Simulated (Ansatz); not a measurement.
**Ti: other elements on the same sites**

The task here is to estimate one member of a computed series from the others.

Program: Ansatz 0.2.0. Level of theory: DFT r2SCAN, scalar-relativistic, plane waves, PAW. These are calculated values, not measurements.

1 further run of the same task is left out (set aside as unsound or not needed).

### The structure to begin with

Symmetry: Fm-3m, No. 225, cubic system. The conventional cell has a = 4.110 Å, b = 4.110 Å, c = 4.110 Å, α = 90.00°, β = 90.00°, γ = 90.00°. Around Ti (site symmetry m-3m) lie 12 Ti at 2.91 Å.

As a file:

```xyz
1
Lattice="0.0000 2.0552 2.0552 2.0552 0.0000 2.0552 2.0552 2.0552 0.0000" Properties=species:S:1:pos:R:3 pbc="T T T"
Ti    0.0000    0.0000    0.0000
```

It is the result of an earlier relaxation at this level (volume 17.36 Å³/atom; gap on the mesh: none (metal)).

The first run:

input.yaml reads:

```yaml
crystal:
  lattice:
    - [0.0, 2.1435527388, 2.1435527388]
    - [2.1435527388, 0.0, 2.1435527388]
    - [2.1435527388, 2.1435527388, 0.0]
  atoms:
    - { symbol: Sc, position: [0.0, 0.0, 0.0] }
basis:
  ecutwfc: 500
kpoints:
  mp_grid: { grid: [8, 8, 8] }
hamiltonian:
  xc: r2scan
scf:
  occupations: { method: gaussian, width: 0.1 }
output:
  forces: true
  stress: true
  eigenvalues: true
```

Run with:

```bash
ansatz run input.yaml --threads 1 --pin off --max-ram 2560MiB --backend cpu --events-out ev --progress --plain --runs-dir out
```

Among the steps run: Probe: one point at the start (Sc); Rough relaxation on the coarse mesh (Sc); Relaxing cell and atoms (Sc).

One table of the session follows, with a row left open; its other results are not shown here.

Lengths are those of the vectors of the cell that was run:

| swap | volume (Å³/atom) | a (Å) | b (Å) | c (Å) |
| --- | --- | --- | --- | --- |
| none | 17.36 | 2.906 | 2.906 | 2.906 |
| Ti → Mn | 15.44 | 2.795 | 2.795 | 2.795 |
| Ti → Sn | 27.36 | 3.382 | 3.382 | 3.382 |
| Ti → Ru | 13.55 | 2.676 | 2.676 | 2.676 |
| Ti → V | 13.73 | 2.688 | 2.688 | 2.688 |
| Ti → Sc | ? | ? | ? | ? |

**Question.** Estimate the row for Ti → Sc.

**Answer.** volume (Å³/atom): 25.11; a (Å): 3.287; b (Å): 3.287; c (Å): 3.287. In the column «volume (Å³/atom)» it lies between none (17.36) and Ti → Sn (27.36).

Lengths are those of the computed cell. Rows of earlier swaps come from the sessions before.

Caveats from the session: Warnings in the runs' records: seeded moment not kept.
